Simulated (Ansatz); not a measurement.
Crystal: Sb.

```
Sb
1.0
     2.15420    1.24373    3.75800
    -2.15420    1.24373    3.75800
     0.00000   -2.48746    3.75800
Sb
2
Direct
  0.76651 0.76651 0.76651
  0.23349 0.23349 0.23349
```

Base run:

| Property | Result |
| --- | --- |
| Program | Ansatz 0.2.0 |
| Functional | PBE |
| Potentials or basis | Ansatz PAW |
| Cutoff | 420 eV (not typed: the program's choice for these potentials) |
| k mesh | 8 × 8 × 8 |
| Occupations | fermi-dirac, width 0.05 eV |
| Spin | no spin polarisation |

Its results: band gap on the k mesh none (metal or under the smearing width); pressure 2.7 GPa; largest force 0.159 eV/Å.

Question: The run is repeated on the same cell with these changes: functional from PBE to BLYP. What comes out?

Answer: Band gap on the k mesh none (metal or under the smearing width); pressure 6.8 GPa; largest force 0.132 eV/Å.

BLYP binds less tightly than PBE, so the same cell stands under more pressure.

Caveats: spin-orbit coupling is left out, which moves the levels of the heavy elements (some runs); the PAW data sets come from PBE, with cores solved anew for the run's functional, which leaves a small shift of forces and pressure (some runs).
